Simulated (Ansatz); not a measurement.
# The I–V curve of a Zr/MoS2/Zr junction, part 2 of 4

Wanted: I(V) for Zr/MoS2/Zr. Both electrodes are Zr hcp(0001); the barrier is MoS2 2H layers (two layers in the relaxed core). In the first transport cell, after relaxation, the nearest pair of electrode and barrier is Zr–S at 2.62 Å, along the normal, at the lower face and Zr–S at 2.61 Å, along the normal, at the upper one. All share a net of side 3.17 Å, which strains the lower electrode by -1.9 % and the barrier by +0.0 %, against typed lattice constants near PBE's. The first steps treat the bulk electrodes alone.

Ansatz 0.2.0; PBE+D3(BJ) DFT, plane waves, PAW files (the session's first sound run).

So far: Set-up; Layer spacing of the electrode.

### 3. Relaxation

System of this step: Zr/MoS2/Zr. The cell holds 14 atoms: 8 Zr, 4 S and 2 Mo. Its edges and angles: a = 3.170 Å, b = 3.170 Å, c = 46.807 Å, α = 90.0°, β = 90.0°, γ = 120.0°. Vacuum lies along c.

Tunnelling depends exponentially on distance, so the interfaces are relaxed first. A short slab in vacuum serves: only the barrier and the layers next to it are taken over, and later cells can add or drop layers in the barrier's middle. The dipole correction removes the field that unlike faces would set up across the vacuum. Dispersion is added because the sheets are held by van der Waals forces.

Input file input.yaml:

```yaml
crystal:
  lattice:
    - [3.17, 0.0, 0.0]
    - [-1.585, 2.74530053, 0.0]
    - [0.0, 0.0, 46.8066780186]
  atoms:
    - { symbol: Zr, position: [0.33333333, 0.66666667, 0.1709157825] }
    - { symbol: Zr, position: [0.0, 0.0, 0.2268610688] }
    - { symbol: Zr, position: [0.33333333, 0.66666667, 0.2828063551] }
    - { symbol: Zr, position: [0.0, 0.0, 0.3387516414] }
    - { symbol: S, position: [0.0, 0.0, 0.4007086126] }
    - { symbol: Mo, position: [0.66666667, 0.33333333, 0.4340371902] }
    - { symbol: S, position: [0.0, 0.0, 0.4673657678] }
    - { symbol: S, position: [0.66666667, 0.33333333, 0.5326342322] }
    - { symbol: Mo, position: [0.0, 0.0, 0.5659628098] }
    - { symbol: S, position: [0.66666667, 0.33333333, 0.5992913874] }
    - { symbol: Zr, position: [0.66666667, 0.33333333, 0.6612483586] }
    - { symbol: Zr, position: [0.0, 0.0, 0.7171936449] }
    - { symbol: Zr, position: [0.66666667, 0.33333333, 0.7731389312] }
    - { symbol: Zr, position: [0.0, 0.0, 0.8290842175] }
kpoints:
  mp_grid: { grid: [8, 8, 1] }
scf:
  occupations: { method: fermi_dirac, width: 0.1 }
  max_iter: 150
hamiltonian:
  xc: pbe
  dispersion: d3bj
efield:
  axis: 3
  dipole_correction: true
relax:
  f_tol: 0.04
  max_steps: 60
output:
  forces: true
```

Command:

```console
> ansatz run input.yaml --threads 8 --pin off --max-ram 20480MiB --backend cpu --events-out ev --progress --plain --runs-dir out
```

Numbers of over 12 decimals in the logs are rounded to 6 here.

What it wrote:

```text
[...]
Crystal: 14 atoms, lattice volume = 407.340 Å³
Basis set: ecut = 420 eV, 7945 PW (Γ), exchange–correlation on 48×48×640 points (8 copies of the dense FFT grid, shifted against one another)
Bands: 89, of which v1, the nominal top of the filled ones, is band 74 counted from 1 (73 counted from 0)
Symmetry: 6 space group operations
[...]
k-points: 10 of 64 (time reversal used)
[...]
SCF iter   1: F=—  HF=-47000.421540 eV  |F-HF|=—  |Δ(HF+E_count)|=         —  Δρ=7.65e-3  dr2=2.04e1  ethr=1.77e-3  p=0.000 e·Å  D=1.55e-4 V/Å  ΔV_dip=-0.01 eV  dr2_dipole=2.14e-2  V_vac-E_F(+/−)=4.19/4.19 eV  ⟨swp⟩=9.2  Hψ=3929  notcnv=0
efield: sawtooth ramp at fractional position 0.9500 (placed from the atoms, in the widest stretch of the axis that holds none; the zero of the levels goes with the place), width 0.1000; the density the first Hamiltonian is built on has a dipole p = 0.000 e·Å; the dipole correction subtracts the counter field D = 1.55e-4 V/Å, which shifts the + side's vacuum level by -0.01 eV against the − side's; the planar-averaged density in the ramp window peaks in size at 1.8e-4 e/Å³
[...]
SCF iter   2: F=—  HF=-47000.213591 eV  |F-HF|=—  |Δ(HF+E_count)|=   2.08e-1  Δρ=2.67e-3  dr2=2.68e-1  ethr=1.77e-3  p=0.000 e·Å  D=1.77e-5 V/Å  ΔV_dip=-0.00 eV  dr2_dipole=7.83e-3  V_vac-E_F(+/−)=4.23/4.24 eV  ⟨swp⟩=3.3  Hψ=1142  notcnv=0
[...]
SCF iter   7: F=-47000.205013 eV  HF=-47000.205043 eV  |F-HF|=3.01e-5  |Δ(HF+E_count)|=   1.15e-5  Δρ=4.42e-5  dr2=3.53e-5  ethr=2.70e-8  p=0.000 e·Å  D=6.37e-5 V/Å  ΔV_dip=-0.00 eV  dr2_dipole=1.39e-6  V_vac-E_F(+/−)=4.21/4.21 eV  ⟨swp⟩=4.0  Hψ=3747  notcnv=0
WARN: efield: at this solve's end the planar-averaged density reaches 4.54e-5 e/Å³ inside the ramp window [0.9286, 0.0714] (bound 1e-5 e/Å³); the window's nearer edge stands 4.66 Å from this solve's nearest atom along the axis. Its work functions, free energy, forces, stress, dipole, levels and responses can be off, and this figure does not tell by how much. A short vacuum, a low `basis.ecutwfc` or `basis.ecutrho_ratio` and negative occupations (`scf.occupations.method`) can put density there. See the manual's quickstart, § The vacuum guard
SCF 1 converged in 7 iterations: F = -47000.205013 eV  dr2 = 3.53e-5
[...]
relax step   1: F+E_penalty+E_count = -47000.20501250 eV  Δ(F+E_penalty+E_count) = +0.000e0 eV  max|allowed force component| = 9.733e-1 eV/Å  Δτ_max = 0.0000 Å  (7 SCF iters, dr2 threshold 4.00e-5 eV, accepted)
[...]
SCF iter   1: F=—  HF=-47000.761090 eV  |F-HF|=—  |Δ(HF+E_count)|=         —  Δρ=1.16e-2  dr2=8.80e0  ethr=3.10e-3  p=0.000 e·Å  D=6.37e-5 V/Å  ΔV_dip=-0.00 eV  dr2_dipole=1.83e-1  V_vac-E_F(+/−)=4.24/4.24 eV  ⟨swp⟩=5.9  Hψ=2176  notcnv=0
efield: sawtooth ramp at fractional position 0.9500 (handed on by an earlier solve), width 0.1000; the density the first Hamiltonian is built on has a dipole p = 0.000 e·Å; the dipole correction subtracts the counter field D = 6.37e-5 V/Å, which shifts the + side's vacuum level by -0.00 eV against the − side's; the planar-averaged density in the ramp window peaks in size at 2.0e-5 e/Å³
[...]
SCF iter   2: F=—  HF=-47000.545483 eV  |F-HF|=—  |Δ(HF+E_count)|=   2.16e-1  Δρ=5.36e-3  dr2=4.90e-1  ethr=3.10e-3  p=0.000 e·Å  D=1.73e-4 V/Å  ΔV_dip=-0.01 eV  dr2_dipole=6.10e-4  V_vac-E_F(+/−)=4.00/4.00 eV  ⟨swp⟩=2.0  Hψ=1267  notcnv=0
[...]
SCF iter   8: F=-47000.492121 eV  HF=-47000.492125 eV  |F-HF|=4.00e-6  |Δ(HF+E_count)|=   2.68e-6  Δρ=2.30e-5  dr2=8.90e-6  ethr=4.00e-8  p=0.000 e·Å  D=1.11e-4 V/Å  ΔV_dip=-0.01 eV  dr2_dipole=1.69e-7  V_vac-E_F(+/−)=4.19/4.20 eV  ⟨swp⟩=4.7  Hψ=2695  notcnv=0
[...]
SCF 2 converged in 8 iterations: F = -47000.492121 eV  dr2 = 8.90e-6
relax step   2: F+E_penalty+E_count = -47000.49212147 eV  Δ(F+E_penalty+E_count) = -2.871e-1 eV  max|allowed force component| = 2.870e-1 eV/Å  Δτ_max = 0.1934 Å  (8 SCF iters, dr2 threshold 5.92e-5 eV, accepted)
SCF iter   1: F=—  HF=-47000.744488 eV  |F-HF|=—  |Δ(HF+E_count)|=         —  Δρ=1.01e-2  dr2=2.10e1  ethr=3.10e-3  p=0.000 e·Å  D=1.11e-4 V/Å  ΔV_dip=-0.01 eV  dr2_dipole=5.29e-2  V_vac-E_F(+/−)=4.20/4.20 eV  ⟨swp⟩=4.7  Hψ=2003  notcnv=0
[...]
SCF iter   8: F=-47000.539761 eV  HF=-47000.539764 eV  |F-HF|=2.55e-6  |Δ(HF+E_count)|=   1.08e-6  Δρ=1.54e-5  dr2=4.35e-6  ethr=3.48e-9  p=0.000 e·Å  D=1.03e-4 V/Å  ΔV_dip=-0.00 eV  dr2_dipole=5.98e-7  V_vac-E_F(+/−)=4.22/4.22 eV  ⟨swp⟩=5.4  Hψ=3062  notcnv=0
[...]
SCF 3 converged in 8 iterations: F = -47000.539761 eV  dr2 = 4.35e-6
relax step   3: F+E_penalty+E_count = -47000.53976116 eV  Δ(F+E_penalty+E_count) = -4.764e-2 eV  max|allowed force component| = 5.051e-2 eV/Å  Δτ_max = 0.1914 Å  (8 SCF iters, dr2 threshold 5.15e-6 eV, accepted)
[...]
relax step   4: F+E_penalty+E_count = -47000.56450059 eV  Δ(F+E_penalty+E_count) = -2.474e-2 eV  max|allowed force component| = 1.064e-1 eV/Å  Δτ_max = 0.1831 Å  (11 SCF iters, accepted)
SCF iter   1: F=—  HF=-47000.566747 eV  |F-HF|=—  |Δ(HF+E_count)|=         —  Δρ=1.09e-3  dr2=1.31e-1  ethr=7.09e-4  p=0.000 e·Å  D=9.97e-5 V/Å  ΔV_dip=-0.00 eV  dr2_dipole=5.23e-5  V_vac-E_F(+/−)=4.22/4.22 eV  ⟨swp⟩=2.4  Hψ=1326  notcnv=0
[...]
SCF iter   8: F=-47000.565605 eV  HF=-47000.565605 eV  |F-HF|=2.52e-8  |Δ(HF+E_count)|=   1.97e-8  Δρ=2.40e-6  dr2=8.61e-8  ethr=6.76e-11  p=0.000 e·Å  D=1.02e-4 V/Å  ΔV_dip=-0.00 eV  dr2_dipole=8.26e-9  V_vac-E_F(+/−)=4.22/4.23 eV  ⟨swp⟩=5.1  Hψ=3302  notcnv=0
[...]
SCF 5 converged in 8 iterations: F = -47000.565605 eV  dr2 = 8.61e-8
relax step   5: F+E_penalty+E_count = -47000.56560456 eV  Δ(F+E_penalty+E_count) = -1.104e-3 eV  max|allowed force component| = 2.248e-2 eV/Å  Δτ_max = 0.0203 Å  (8 SCF iters, accepted)
SCF converged after 8 iterations
Free energy (F): -47000.565605 eV
[...]
Internal energy: -47000.163036 eV  (E = F + TS)
E sigma→0 (E₀):  -47000.364320 eV
Entropy (-TS):   -0.402569 eV (-28.755 meV/atom)
Fermi energy:    8.289685 eV
Dipole field:    D = 0.000188 V/Å  (p = 0.000423 e·Å, saw-weighted, corrected)
Work function:   Φ+ = 4.2192 eV   Φ− = 4.2280 eV
Levels:          The Fermi level and band energies are counted from a zero that moves with the ramp; work functions are not
Vacuum region:   at the solve's end the planar-averaged density reaches 1.43e-5 e/Å³ inside the ramp window [0.9286, 0.0714] (bound 1e-5 e/Å³)
[...]
--- Forces (eV/Å), atoms counted from 1 ---
  atom   1  Zr    -0.00000000    -0.00000000    -0.00306526
  atom   2  Zr     0.00000000     0.00000000     0.00396513
  atom   3  Zr     0.00000000    -0.00000000     0.00336773
  atom   4  Zr     0.00000000     0.00000000    -0.01515044
  atom   5  S     -0.00000000     0.00000000    -0.00899023
  atom   6  Mo     0.00000000     0.00000000    -0.00322723
  atom   7  S      0.00000000     0.00000000     0.02248420
  atom   8  S      0.00000000    -0.00000000    -0.01983398
  atom   9  Mo     0.00000000    -0.00000000     0.00377120
  atom  10  S      0.00000000    -0.00000000     0.00910447
  atom  11  Zr    -0.00000000     0.00000000     0.01417821
  atom  12  Zr     0.00000000    -0.00000000    -0.00363646
  atom  13  Zr     0.00000000     0.00000000    -0.00623503
  atom  14  Zr     0.00000000    -0.00000000     0.00328835
  max |Σ_I F_I| component: 2.07e-5 eV/Å
--- Relaxed structure (5 steps of the walk, 5 accepted, 0 SCFs on fresh bases) ---
  F+E_penalty+E_count = -47000.56560456 eV   max|allowed force component| = 2.248e-2 eV/Å
  atoms:
    - { symbol: Zr, position: [0.333333, 0.666667, 0.182297] }
    - { symbol: Zr, position: [-1.5655873946861066e-17, 3.700743422310358e-17, 0.234816] }
    - { symbol: Zr, position: [0.333333, 0.666667, 0.291072] }
    - { symbol: Zr, position: [-1.7435401677886372e-17, 3.7007434223103553e-17, 0.345892] }
    - { symbol: S, position: [-3.052362127507068e-17, 3.700743422310352e-17, 0.401861] }
    - { symbol: Mo, position: [0.666667, 0.333333, 0.436029] }
    - { symbol: S, position: [-2.904353740872166e-17, 3.700743422310352e-17, 0.469195] }
    - { symbol: S, position: [0.666667, 0.333333, 0.531183] }
    - { symbol: Mo, position: [-3.647574866760627e-17, 3.700743422310368e-17, 0.564392] }
    - { symbol: S, position: [0.666667, 0.333333, 0.598447] }
    - { symbol: Zr, position: [0.666667, 0.333333, 0.654195] }
    - { symbol: Zr, position: [-5.188421851654517e-17, 3.700743422310364e-17, 0.708573] }
    - { symbol: Zr, position: [0.666667, 0.333333, 0.764802] }
    - { symbol: Zr, position: [-5.891853999318419e-17, 3.7007434223103633e-17, 0.817246] }
```

The job ended after 24 s (8 threads of Arm Neoverse V1, shared host; peak memory 1.6 GiB).

Step by step:

```
step  energy less that of the first step (eV)  largest force component (eV/Å)
   1                                   0.0000                          0.9733
   2                                  -0.2871                          0.2870
   3                                  -0.3347                          0.0505
   4                                  -0.3595                          0.1064
   5                                  -0.3606                          0.0225
```

The run keeps the 6 symmetry operations that it works with, so distortions that break them were not tested.

The atoms that moved most (Å):

```
atom     dx     dy      dz  length
Zr14  0.000  0.000  -0.554   0.554
 Zr1  0.000  0.000   0.533   0.533
Zr12  0.000  0.000  -0.403   0.403
Zr13  0.000  0.000  -0.390   0.390
 Zr3  0.000  0.000   0.387   0.387
 Zr2  0.000  0.000   0.372   0.372
 Zr4  0.000  0.000   0.334   0.334
Zr11  0.000  0.000  -0.330   0.330
```

This step gave:

```yaml
free_energy: -47000.5656 eV
fermi_energy: 8.290 eV
```

The largest force component on a free atom ends at 0.022 eV/Å. At one or more of this run's solves the program warned of density in the dipole ramp over its bound, where dipole, forces and levels can be off.

[end of part 2 of 4]

[Logs are printed without paths, hosts, clocks, repeated set-up lines and the standing remarks that a program may print on its own settings, such as how far it seeks lower states.]

[Hosts, paths, dates, database ids (printed as entryN), source tags and the programs' standing remarks are cut or masked in the printed files.]
